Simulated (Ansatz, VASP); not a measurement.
## One calculation of SiC2, two programs

Contents of INCAR:

```
SYSTEM = SiC2
PREC = Accurate
ENCUT = 520
EDIFF = 1E-6
ISMEAR = 0
SIGMA = 0.1
LREAL = .FALSE.
LASPH = .TRUE.
NELM = 150
ALGO = Normal
ISIF = 2
LWAVE = .FALSE.
LCHARG = .TRUE.
ISPIN = 2
MAGMOM = 0 1 1
LORBIT = 11
GGA = PE
IVDW = 12
LELF = .TRUE.
LVHAR = .TRUE.
NBANDS = 17
```

Contents of KPOINTS:

```
regular mesh
0
G
  6 6 4
  0 0 0
```

Contents of POSCAR:

```
SiC2
1.0
    2.8211258000      0.0000000000      0.0000000000
   -1.4105629000      2.4431666100      0.0000000000
    0.0000000000      0.0000000000      4.8512324000
Si C
1 2
Direct
    0.0000000000      0.0000000000      0.0000000000
    0.3333333300      0.6666666700      0.7604702700
    0.6666666700      0.3333333300      0.2395297300
```

Input for Ansatz:

```yaml
crystal:
  lattice:
    - [2.8211258, 0.0, 0.0]
    - [-1.4105629, 2.44316661, 0.0]
    - [0.0, 0.0, 4.8512324]
  atoms:
    - { symbol: Si, position: [0.0, 0.0, 0.0] }
    - { symbol: C, position: [0.33333333, 0.66666667, 0.76047027], spin: 1.0 }
    - { symbol: C, position: [0.66666667, 0.33333333, 0.23952973], spin: 1.0 }
basis:
  ecutwfc: 420
kpoints:
  mp_grid: { grid: [6, 6, 4] }
hamiltonian:
  xc: pbe
  dispersion: d3bj
scf:
  occupations: { method: gaussian, width: 0.1 }
  lower_state_search: "off"
output:
  forces: true
  stress: true
  eigenvalues: true
  populations: true
magnetization:
  spin_polarized: true
```

Alike in both runs: task single point; functional PBE; dispersion D3(BJ); k mesh 6 × 6 × 4; occupations gaussian, width 0.1 eV; collinear spin.

|  | VASP | Ansatz |
| --- | --- | --- |
| version | VASP 6.6.1 | Ansatz 0.2.0 |
| potentials or method | VASP PAW PBE potentials, release 64 (Si, C) | scalar-relativistic, plane waves, PAW |
| plane-wave cutoff (eV) | 520 | 420 |
| valence electrons in the cell | 12 | 12 |

```csv
,VASP,Ansatz,Ansatz less VASP
gap on the k mesh at the Fermi level (eV),none,none,-
pressure (GPa),-6.7,-6.8,-0.06
largest component of the traceless stress (GPa),21.14,21.08,-0.054
rms of the force components (eV/Å),0.428,0.431,+0.0027
net moment per atom (μB),0.00,0.00,0.000
```

Atom by atom the forces differ by 0.003 eV/Å (rms over components). A gap of «none» marks a metal or a gap that the smearing closes. Ansatz warned: «seeded_moment_not_kept».

Caveats: the k mesh is coarse (spacing up to 0.43 Å⁻¹), so the values aren't converged; pairwise dispersion overbinds metals, which lowers pressure and volume.
